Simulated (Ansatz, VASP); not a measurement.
Two plane-wave programs on SnSe

Contents of POSCAR:

```
SnSe
1.0
    0.0000000000      3.0021131514      3.0021131514
    3.0021131514      0.0000000000      3.0021131514
    3.0021131514      3.0021131514      0.0000000000
Sn Se
1 1
Direct
    0.0000000000      0.0000000000      0.0000000000
    0.5000000000      0.5000000000      0.5000000000
```

INCAR.step1

```
SYSTEM = SnSe
  PREC = Accurate
  ENCUT = 520
  EDIFF = 1E-5
  ISMEAR = 0
  SIGMA = 0.01
  LREAL = .False.
  LASPH = .True.
  NELM = 100
  ALGO = Normal
  ISIF = 2
  LWAVE = .True.
  LCHARG = .False.
  GGA = PE
  NBANDS = 17
```

File INCAR.step2:

```
SYSTEM = SnSe
  PREC = Accurate
  ENCUT = 520
  EDIFF = 1E-6
  ISMEAR = 0
  SIGMA = 0.01
  LREAL = .False.
  LASPH = .True.
  NELM = 100
  ALGO = Normal
  ISIF = 2
  LWAVE = .False.
  LCHARG = .False.
  GGA = PE
  LHFCALC = .True.
  HFSCREEN = 0.2079
  PRECFOCK = Normal
  ISTART = 1
  NBANDS = 17
```

The input KPOINTS:

```
regular mesh
0
Gamma
  4 4 4
  0 0 0
```

Input for Ansatz:

```yaml
crystal:
  lattice:
    - [0.0, 3.0021131514, 3.0021131514]
    - [3.0021131514, 0.0, 3.0021131514]
    - [3.0021131514, 3.0021131514, 0.0]
  atoms:
    - { symbol: Sn, position: [0.0, 0.0, 0.0] }
    - { symbol: Se, position: [0.5, 0.5, 0.5] }
kpoints:
  mp_grid: { grid: [4, 4, 4] }
hamiltonian:
  xc: hse06
scf:
  occupations: { method: fixed }
  n_extra_bands: 4
output:
  forces: true
  stress: true
  eigenvalues: true
```

The cell was built by a generator and needn't be a form met in nature.

Alike in both runs: task single point; functional HSE06; k mesh 4 × 4 × 4; no spin polarisation.

|  | VASP | Ansatz |
| --- | --- | --- |
| version | VASP 6.6.1 | Ansatz 0.2.0 |
| potentials or method | VASP PAW PBE potentials, release 64 (Sn_d, Se) | plane waves, PAW |
| plane-wave cutoff (eV) | 520 | 420 |
| occupations | gaussian, width 0.01 eV | fixed |
| valence electrons in the cell | 20 | 30 |

|  | VASP | Ansatz | Ansatz less VASP |
| --- | --- | --- | --- |
| gap on the k mesh at the Fermi level (eV) | 0.52 | 0.53 | +0.009 |
| pressure (GPa) | -1.5 | -1.4 | +0.07 |

The two sets of potentials don't hold the same shells in valence. Ansatz warned: «stress_exchange_threshold_loose».

Caveats: the k mesh is coarse (spacing up to 0.45 Å⁻¹), so the values aren't converged, least of all with exact exchange; the PAW data sets were made with another functional, which shifts forces and pressure a little (VASP); spin-orbit coupling is left out, which moves the levels of the heavy elements. A k mesh can miss the band edges.
